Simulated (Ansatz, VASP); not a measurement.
# InP in two plane-wave programs, part 2 of 2

Aim: how closely do two programs agree when they are given the same cell, functional and k mesh?

VASP 6.6.1 and Ansatz 0.2.0.

So far. Step 4 (Comparison): Among the levels compared at these points, filled levels agree within 13 meV and empty ones within 18 meV.

## Step 5: Ansatz: band structure, r2SCANh with an exact-exchange share of 0.1

Level of this step: Ansatz beside VASP: Kohn-Sham DFT, plane waves, r2SCANh (Ansatz).

The same path points are solved in both programs, so levels can be compared one by one.

The input, input.yaml:

```yaml
crystal:
  lattice:
    - [0.0, 2.93435, 2.93435]
    - [2.93435, 0.0, 2.93435]
    - [2.93435, 2.93435, 0.0]
  atoms:
    - { symbol: In, position: [0.0, 0.0, 0.0] }
    - { symbol: P, position: [0.25, 0.25, 0.25] }
hamiltonian:
  xc: r2scanh
  pseudopotentials: { kind: paw }
kpoints:
  mp_grid: { grid: [4, 4, 4] }
  band_path:
    path:
      - [0.0, 0.0, 0.0]
      - [0.5, 0.0, 0.5]
      - [0.5, 0.2, 0.7]
      - [0.4, 0.35, 0.75]
      - [0.15, 0.15, 0.3]
      - [0.2, 0.2, 0.2]
      - [0.55, 0.4, 0.55]
      - [0.6, 0.25, 0.65]
      - [0.5, 0.25, 0.75]
      - [0.5, 0.5, 0.5]
      - [0.375, 0.375, 0.75]
      - [0.5, 0.0, 0.5]
    npoints: 1
scf:
  occupations: { method: gaussian, width: 0.02 }
  n_extra_bands: 7
output:
  forces: true
  stress: true
  eigenvalues: true
```

Started as:

```bash
$ ansatz run input.yaml --threads 4 --pin off --max-ram 9216MiB --backend cpu --events-out ev --progress --plain --runs-dir out
```

Numbers of over 12 decimals in the logs are rounded to 6 here.

The log of the run:

```text
[...]
Crystal: 2 atoms, lattice volume = 50.532 Å³
Basis set: ecut = 500 eV, 1243 PW (Γ), exchange–correlation on 128×128×128 points (64 copies of the dense FFT grid, shifted against one another)
Bands: 16, of which v1, the nominal top of the filled ones, is band 9 counted from 1 (8 counted from 0)
Symmetry: 24 space group operations
[...]
k-points: 8 of 64 (time reversal used)
[...]
--- Band table (eV; the first three rows and the last of 8) ---
  k-point 0: bands = [... 5 lower, -5.8907, 6.5266, 6.5266, 6.5266, 8.1655, 11.4884, 11.4884, 11.4884, ... 3 higher]
  k-point 1: bands = [... 5 lower, -5.1668, 2.9255, 5.9339, 5.9339, 9.1975, 12.2284, 12.2284, 12.8380, ... 3 higher]
  k-point 2: bands = [... 5 lower, -4.0505, 0.4317, 5.4834, 5.4834, 8.8733, 12.2165, 12.2165, 14.6275, ... 3 higher]
  k-point 7: bands = [... 5 lower, -3.2713, 0.6122, 3.3612, 3.4318, 11.6153, 11.9160, 13.1146, 13.6374, ... 3 higher]
[key lines of the parts left out:]
Free energy (F): -6371.490650 eV
Fermi energy:    7.346159 eV
P = ⅓ Tr σ = 1.0834 GPa (10.834 kbar)
```

Elapsed: 15 s, on 4 threads of Intel Xeon Platinum 8375C at 2.90GHz (Ice Lake), shared host; peak memory 0.92 GiB.

## Step 6: VASP: band structure, r2SCANh with an exact-exchange share of 0.1

The same cell, functional, mesh and smearing now go to VASP, with its own data sets and cutoff.

The run reads the wave functions of an earlier VASP run, which isn't shown here.

The input, INCAR:

```
SYSTEM = InP
PREC = Accurate
ENCUT = 400
EDIFF = 1E-06
NELM = 100
ISMEAR = 0
SIGMA = 0.02
LREAL = .FALSE.
ALGO = Normal
LHFCALC = .TRUE.
AEXX = 0.1
METAGGA = R2SCAN
LASPH = .TRUE.
NBANDS = 15
PRECFOCK = Fast
HFRCUT = -1
LORBIT = 11
LWAVE = .FALSE.
LCHARG = .FALSE.
KPAR = 4
```

The input, POSCAR:

```
InP
1.0
    0.0000000000      2.9343500000      2.9343500000
    2.9343500000      0.0000000000      2.9343500000
    2.9343500000      2.9343500000      0.0000000000
In P
1 1
Direct
    0.0000000000      0.0000000000      0.0000000000
    0.2500000000      0.2500000000      0.2500000000
```

The input, KPOINTS:

```
Automatic mesh
0
Gamma
4 4 4
0 0 0
```

The input, KPOINTS_OPT:

```
Line mode
6
Line-mode
Reciprocal
  0.00000000   0.00000000   0.00000000 GAMMA
  0.50000000   0.00000000   0.50000000 X

  0.50000000   0.00000000   0.50000000 X
  0.50000000   0.25000000   0.75000000 W

  0.50000000   0.25000000   0.75000000 W
  0.37500000   0.37500000   0.75000000 K

  0.37500000   0.37500000   0.75000000 K
  0.00000000   0.00000000   0.00000000 GAMMA

  0.00000000   0.00000000   0.00000000 GAMMA
  0.50000000   0.50000000   0.50000000 L

  0.50000000   0.50000000   0.50000000 L
  0.62500000   0.25000000   0.62500000 U

  0.62500000   0.25000000   0.62500000 U
  0.50000000   0.25000000   0.75000000 W

  0.50000000   0.25000000   0.75000000 W
  0.50000000   0.50000000   0.50000000 L

  0.50000000   0.50000000   0.50000000 L
  0.37500000   0.37500000   0.75000000 K

  0.62500000   0.25000000   0.62500000 U
  0.50000000   0.00000000   0.50000000 X
```

Potentials, in the order of the species: In_d and P (PBE family, release 64).

Started as:

```bash
$ mpirun -np 4 vasp_std
```

The log of the run:

```text
[banner, memory and clock lines left out]
running    4 mpi-ranks, on    1 nodes
[...]
|                                                                             |
|               ----> ADVICE to this user running VASP <----                  |
|                                                                             |
|     You enforced a specific xc type in the INCAR file but a different       |
|     [... a line on the potential file left out ...]
|     I HOPE YOU KNOW WHAT YOU ARE DOING!                                     |
|                                                                             |

 LDA part: xc-table for (None), standard interpolation
 found WAVECAR, reading the header
 POSCAR, INCAR and KPOINTS ok, starting setup
[...]
HFRCUT set to (new)   9.173865
 reading WAVECAR
 the WAVECAR file was read successfully
 initial charge from wavefunction
 entering main loop
       N       E                     dE             d eps       ncg     rms          rms(c)
[...]
DAV:   8    -0.308241962299E+02   -0.47911E-05   -0.27440E-06   311   0.137E-02    0.230E-01
DAV:   9    -0.308241970014E+02   -0.77146E-06   -0.99326E-07   183   0.951E-03
   1 F= -.30824197E+02 E0= -.30824197E+02  d E =-.117171E-16
 Start KPOINTS_OPT (optional k-point list driver)
k-point batch [1-8\60]
       N       E                     dE             ncg
DAV:   1     0.192613017911E+03   -0.25921E+04      240
DAV:   2    -0.764146499440E+03   -0.95676E+03      247
DAV:   3    -0.830146916593E+03   -0.66000E+02      317
DAV:   4    -0.832071784448E+03   -0.19249E+01      327
DAV:   5    -0.832145927717E+03   -0.74143E-01      377
DAV:   6    -0.832148120699E+03   -0.21930E-02      363
DAV:   7    -0.832148177861E+03   -0.57163E-04      378
DAV:   8    -0.832148178549E+03   -0.68707E-06      282
[...]
k-point batch [57-60\60]
       N       E                     dE             ncg
DAV:   1     0.222400049808E+04   -0.23610E+04      127
DAV:   2     0.178679410580E+04   -0.43721E+03      134
DAV:   3     0.176181791297E+04   -0.24976E+02      148
DAV:   4     0.176112574143E+04   -0.69217E+00      192
DAV:   5     0.176109883269E+04   -0.26909E-01      171
DAV:   6     0.176109832860E+04   -0.50409E-03      192
DAV:   7     0.176109830174E+04   -0.26863E-04      192
DAV:   8     0.176109830140E+04   -0.33930E-06      152
```

From OUTCAR (step 6):

```text
 POSITION                                       TOTAL-FORCE (eV/Angst)
 -----------------------------------------------------------------------------------
      0.00000      0.00000      0.00000        -0.000000     -0.000000     -0.000000
      1.46717      1.46717      1.46717         0.000000      0.000000      0.000000
 -----------------------------------------------------------------------------------
    total drift:                                0.000045      0.000033      0.000036

  FREE ENERGIE OF THE ION-ELECTRON SYSTEM (eV)
  ---------------------------------------------------
  free  energy   TOTEN  =       -30.8241970014 eV

  energy  without entropy=      -30.8241970014  energy(sigma->0) =      -30.82419700

[... 2 parts as in an earlier step ...]

[... 1 further part left out ...]
[key lines of the parts left out:]
E-fermi :   4.8362
```

## Step 7: Differences

What differs besides the data sets and the points named for the pairs above, as far as they apply: the cutoff is 500 eV in Ansatz and 400 eV in VASP. Total energies have different zeros and are not compared.

The two programs side by side:

```
                     quantity  Ansatz   VASP  difference
gap over the path points (eV)   1.639  1.654      -0.015
```

Levels at points of the path, from each program's valence-band top (eV; 3 filled, then empty):

```
k (reciprocal lattice)                             Ansatz                               VASP
     0.000 0.000 0.000      0.00 0.00 0.00 1.64 4.96 4.96      0.00 0.00 0.00 1.65 4.98 4.98
     0.500 0.000 0.500  -6.09 -2.49 -2.49 2.46 3.04 10.52  -6.09 -2.50 -2.50 2.46 3.05 10.53
     0.500 0.200 0.700   -5.93 -3.10 -3.04 4.58 4.98 7.18   -5.93 -3.10 -3.04 4.58 5.00 7.20
     0.400 0.350 0.750   -5.92 -3.52 -2.17 3.26 5.32 8.24   -5.92 -3.52 -2.17 3.27 5.33 8.26
     0.150 0.150 0.300   -3.19 -1.51 -0.37 3.47 5.20 5.59   -3.19 -1.51 -0.37 3.49 5.20 5.61
     0.200 0.200 0.200   -2.78 -0.43 -0.43 2.71 5.56 5.56   -2.78 -0.43 -0.43 2.73 5.57 5.57
     0.550 0.400 0.550   -5.97 -2.23 -1.34 3.37 5.28 6.38   -5.97 -2.23 -1.34 3.38 5.29 6.40
     0.600 0.250 0.650   -5.92 -3.52 -2.17 3.26 5.32 8.24   -5.92 -3.52 -2.17 3.27 5.33 8.26
     0.500 0.250 0.750   -5.91 -3.17 -3.10 5.09 5.39 6.59   -5.91 -3.16 -3.09 5.10 5.41 6.60
     0.500 0.500 0.500   -6.09 -1.04 -1.04 2.35 5.69 5.69   -6.09 -1.04 -1.04 2.36 5.71 5.71
```

Among the levels compared at these points, filled levels agree within 4 meV and empty ones within 20 meV.

## Step 8: Results

| Item | Value |
| --- | --- |
| difference in gap over the path points (band structure, PBE0) | -0.017 eV |
| difference in gap over the path points (band structure, r2SCANh with an exact-exchange share of 0.1) | -0.015 eV |

The difference in gap over the path points is -0.017 eV (band structure, PBE0), within the 0.08 eV picked in this series as the mark of a large difference. How closely two codes agree says nothing of how well the functional describes the real material.

[Lines on the potential files, build, host, timing and source positions are cut from VASP's logs without a mark.]

[Logs are printed without paths, hosts, clocks, repeated set-up lines and the standing remarks that a program may print on its own settings, such as how far it seeks lower states.]

[Hosts, paths, dates, database ids (printed as entryN), source tags and the programs' standing remarks are cut or masked in the printed files.]
